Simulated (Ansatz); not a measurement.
# GaP: P vacancy

All numbers are calculated (PBE, collinear spin, no spin-orbit coupling; Ansatz, PAW set soft_2, 420 eV, k-mesh 2×2×2 shifted by half a step), not measured.

The relaxed host crystal (Kohn–Sham gap 1.58 eV over the whole zone):

```
CELL_PARAMETERS angstrom
0.00000 2.75256 2.75256
2.75256 0.00000 2.75256
2.75256 2.75256 0.00000
ATOMIC_POSITIONS crystal
Ga 0.00000 0.00000 0.00000
P 0.25000 0.25000 0.25000
```

Supercell of 32 atoms, rows of the matrix [[3,-1,-1],[-1,3,-1],[-1,-1,3]] times the cell vectors; P vacancy at (0.250, 0.250, 0.250) in fractions of the cell above. Atoms are relaxed at the host's cell, from a start shaken by 0.03 Å near the defect; charged cells sit in a uniform background.

The defect was relaxed in the charges +3, +1, 0. Distances from the empty P site (Å), by shell of the perfect crystal:

| shell | perfect crystal | state A | state B | state C |
| --- | --- | --- | --- | --- |
| 4 Ga | 2.38 | 2.38 (2.09 to 2.67) | 2.89 | 2.23 (2.18 to 2.26) |

| state | moment of the cell (μB) | gap of the cell on the mesh (eV) | carriers |
| --- | --- | --- | --- |
| A | 0.00 | 1.29 | none in the bands |
| B | 0.00 | 1.51 | none in the bands |
| C | 0.50 | 0.00 | level in the gap, partly filled |

On this mesh the host's own supercell has a gap of 2.30 eV.

Question: Which state has which charge?

Answer: A has charge +1; B has charge +3; C has charge 0.

At charge 0 a level in the gap is left partly filled; a distortion or another spin state could split it and lower the energy.

Formation energy of the neutral defect: 3.52 eV, taking atoms from and to the elements' standard states (no corrections for gases), so it belongs to those chemical potentials alone.

Relaxed cell at charge +1:

```
GaP V_P charge 1
1.0
    -5.5051    5.5051    5.5051
     5.5051   -5.5051    5.5051
     5.5051    5.5051   -5.5051
Ga P
16 15
Direct
  0.4592 0.4857 0.9857
  0.5037 0.7480 0.7526
  0.5048 0.0043 0.5044
  0.7474 0.2494 0.9947
  0.5037 0.2525 0.2481
  0.7475 0.4947 0.7494
  0.7522 0.7515 0.4967
  0.9962 0.9989 0.9945
  0.7522 0.9967 0.2516
  0.0380 0.2738 0.7739
  0.9962 0.4945 0.4989
  0.2500 0.7791 0.9985
  0.9947 0.7493 0.2494
  0.2501 0.9988 0.7494
  0.2502 0.2493 0.4989
  0.2500 0.4985 0.2794
  0.2500 0.7455 0.7443
  0.2498 0.9989 0.4989
  0.4968 0.2504 0.9966
  0.2500 0.2443 0.2455
  0.4969 0.4965 0.7505
  0.5045 0.7534 0.5021
  0.7499 0.0014 0.0014
  0.5045 0.0020 0.2534
  0.7662 0.2542 0.7543
  0.7499 0.5013 0.5014
  0.9954 0.7474 0.9989
  0.7330 0.7374 0.2374
  0.0029 0.0028 0.7495
  0.0029 0.2495 0.5029
  0.9954 0.4989 0.2475
```

Caveats: at charge +3: net starting moment lost; at charge +1: net starting moment lost; semilocal functionals make gaps too small, which shifts levels too; small supercell, so energies and levels can be off by tenths of an eV; one random start near the defect, so other minima are possible.

The mean distance from the vacancy to its Ga neighbours shrinks as electrons are added, from 2.89 Å at +3 to 2.38 Å at +1 and 2.23 Å in the neutral state. In the simple dangling-bond picture, these states hold zero, two and three electrons. With the dangling orbitals empty, each Ga relaxes towards a planar arrangement with its remaining P neighbours; filling the bonding combination pulls the Ga atoms back together.

The mean at +1 matches the perfect crystal only by cancellation: the coordinates show two Ga atoms drawn inward and two pushed outward. A filled symmetric level alone would not require this, so the electron pair probably concentrates on the closer two atoms through mixing with the empty levels above.

The neutral cell has an odd electron count, so its moment of 0.50 μB is not that of an isolated spin doublet and probably reflects fractional occupation of a defect band. Without formation energies for the charged states, the donor levels and the preferred charge remain open.
